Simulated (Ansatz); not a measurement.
# InAs: how the settings move a single-point run

Question: which choices in the input matter for InAs? The cell is built on a prototype (rocksalt) and needn't be the phase found in nature.

Method: reference: DFT, HSE06, plane waves, PAW, in Ansatz 0.2.0.

2 further runs of the same task are left out: 1 for a known fault of the program, 1 that didn't finish.

## 1. The starting structure

It takes space group Fm-3m (No. 225, cubic). The conventional cell has a = 5.683 Å, b = 5.683 Å, c = 5.683 Å, α = 90.00°, β = 90.00°, γ = 90.00°. In (site symmetry m-3m) has 6 As at 2.84 Å as nearest neighbours. As (site symmetry m-3m) has 6 In at 2.84 Å as nearest neighbours.

Structure file:

```
In As
1.0
     0.00000    2.84143    2.84143
     2.84143    0.00000    2.84143
     2.84143    2.84143    0.00000
In As
1 1
Direct
  0.00000 0.00000 0.00000
  0.50000 0.50000 0.50000
```

## 2. The reference run

input.yaml reads:

```yaml
crystal:
  lattice:
    - [0.0, 2.8414337288, 2.8414337288]
    - [2.8414337288, 0.0, 2.8414337288]
    - [2.8414337288, 2.8414337288, 0.0]
  atoms:
    - { symbol: In, position: [0.0, 0.0, 0.0] }
    - { symbol: As, position: [0.5, 0.5, 0.5] }
kpoints:
  mp_grid: { grid: [4, 4, 4] }
hamiltonian:
  xc: hse06
scf:
  occupations: { method: fermi_dirac, width: 0.02 }
  n_extra_bands: 4
output:
  forces: true
  stress: true
  eigenvalues: true
```

Launch:

```sh
$ ansatz run input.yaml --threads 4 --pin off --max-ram 3686MiB --backend cpu --events-out ev --progress --plain --runs-dir out
```

## 3. Variant: ecutfock_ratio 2

Edit input.yaml of step 2 so:

```diff
@@ -15,2 +15,3 @@
   n_extra_bands: 4
+  exx: { ecutfock_ratio: 2 }
 output:
```

## 4. Changed: exchange pbe, correlation pbe, coeff 1.0, omega 0.5

Edit input.yaml of step 2 so:

```diff
@@ -11,3 +11,3 @@
 hamiltonian:
-  xc: hse06
+  xc: { exchange: pbe, correlation: pbe, exx: { coeff: 1.0, omega: 0.5 } }
 scf:
```

## 5. Variant: exchange pbe, correlation pbe, coeff 0.75, omega 0.3

Edit input.yaml of step 2 so:

```diff
@@ -11,3 +11,3 @@
 hamiltonian:
-  xc: hse06
+  xc: { exchange: pbe, correlation: pbe, exx: { coeff: 0.75, omega: 0.3 } }
 scf:
```

## 6. Variant: exchange pbe, correlation pbe, coeff 1.0, omega 0.1

Edit input.yaml of step 2 so:

```diff
@@ -11,3 +11,3 @@
 hamiltonian:
-  xc: hse06
+  xc: { exchange: pbe, correlation: pbe, exx: { coeff: 1.0, omega: 0.1 } }
 scf:
```

## 7. Variant: eigensolver.kind dense

Edit input.yaml of step 2 so:

```diff
@@ -15,2 +15,3 @@
   n_extra_bands: 4
+  eigensolver: { kind: dense }
 output:
```

Before running it: what results should come out? Wanted: for each run, ending; energy change; pressure; gap; force.

The runs gave:

```tsv
run	ending	energy change	pressure (GPa)	gap (eV)	force (eV/Å)	cycles	time
reference	converged	0	0.6	0.00	0.00	17	11 s
1: ecutfock_ratio 2	converged	-	0.6	0.00	0.00	17	9.7 s
2: exchange pbe, correlation pbe, coeff 1.0, omega 0.5	converged	not comparable	-3.1	0.00	0.00	21	13 s
3: exchange pbe, correlation pbe, coeff 0.75, omega 0.3	converged	not comparable	-4.0	0.00	0.00	33	14 s
4: exchange pbe, correlation pbe, coeff 1.0, omega 0.1	converged	not comparable	-7.9	0.00	0.00	43	17 s
5: eigensolver.kind dense	converged	0.0 meV/atom	0.6	0.00	0.00	16	51 s
```

Residual by cycle in the longest SCF loop of each run; runs are numbered as in the table. The quantity is the density residual dr2, in eV.

```tsv
cycle	reference	run 1	run 2	run 3	run 4	run 5
1	0.022	0.022	0.0191	1.6e-5	8.7e-5	0.022
2	0.00412	0.00412	0.00482	3.2e-6	4.3e-5	0.00392
3	1.1e-4	1.1e-4	5.2e-5	2.9e-6	4.1e-5	3.4e-5
4	9.3e-6	9.3e-6	3.7e-6	1.1e-6	4.1e-5	1.0e-5
5	4.0e-6	4.0e-6	4.4e-7	2.5e-7	4.1e-5	2.3e-6
6	7.0e-7	7.0e-7	3.3e-8	2.1e-7	2.1e-5	2.7e-8
8	4.2e-10	4.2e-10	1.7e-10	2.4e-8	8.0e-6	-
9	-	-	-	1.6e-8	7.9e-6	-
10	-	-	-	6.1e-10	4.9e-6	-
11	-	-	-	-	1.7e-6	-
12	-	-	-	-	1.1e-6	-
13	-	-	-	-	1.4e-7	-
```

«eigensolver.kind dense» leaves the energy as it was. Of the variants the dearest is «eigensolver.kind dense» (51 s), the cheapest «ecutfock_ratio 2» (9.7 s), on a shared host.
